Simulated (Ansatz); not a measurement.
**BeS under changes of volume**

One of the cells (14.261 Å³/atom); the others are scaled copies at fixed shape and fractional positions:

```
CELL_PARAMETERS angstrom
0.00000 2.42500 2.42500
2.42500 0.00000 2.42500
2.42500 2.42500 0.00000
ATOMIC_POSITIONS crystal
S 0.75000 0.75000 0.75000
Be 0.00000 0.00000 0.00000
```

```yaml
Program: Ansatz 0.2.0
Functional: PBEsol
Potentials_or_basis: Ansatz PAW
Cutoff: "420 eV (not typed: the program's choice for these potentials)"
k_mesh: 9 × 9 × 9
Occupations: fermi-dirac, width 0.05 eV
Spin: no spin polarisation
```

```tsv
volume (Å³/atom)	energy over the lowest point (meV/atom)	pressure (GPa)	gap on the mesh (eV)
13.405	12.91	5.9	2.88
13.690	4.65	3.5	2.93
13.975	0.47	1.3	2.98
14.261	0.00	-0.7	3.02
14.546	2.90	-2.5	3.06
14.831	?	?	?
15.116	17.59	-5.6	3.14
```

Problem. What does the run at 14.831 Å³/atom give?

Solution. Energy over the lowest point 8.85 meV/atom; pressure -4.2 GPa; gap on the mesh 3.10 eV.

Worked out: A Birch-Murnaghan fit of order 3 (a polynomial in V^(-2/3)) to the other rows has its minimum at 14.16 Å³/atom with B0 = V·E''(V) = 97 GPa and B' = 3.8. It gives 8.86 meV/atom at 14.831 Å³/atom, against the run's 8.85, and -dE/dV = -4.2 GPa, against -4.2. A straight line through the other rows of the gap, of slope 2.15 eV per unit of ln V, gives 3.10 eV, against the run's 3.10.

Energies are extrapolated to zero smearing.

Caveats: odd divisions of the mesh miss points on the zone boundary, where band edges often lie, so the gap on the mesh can be too wide; the PAW data sets come from PBE, with cores solved anew for the run's functional, which leaves a small shift of forces and pressure.

A mesh can miss the band edges.
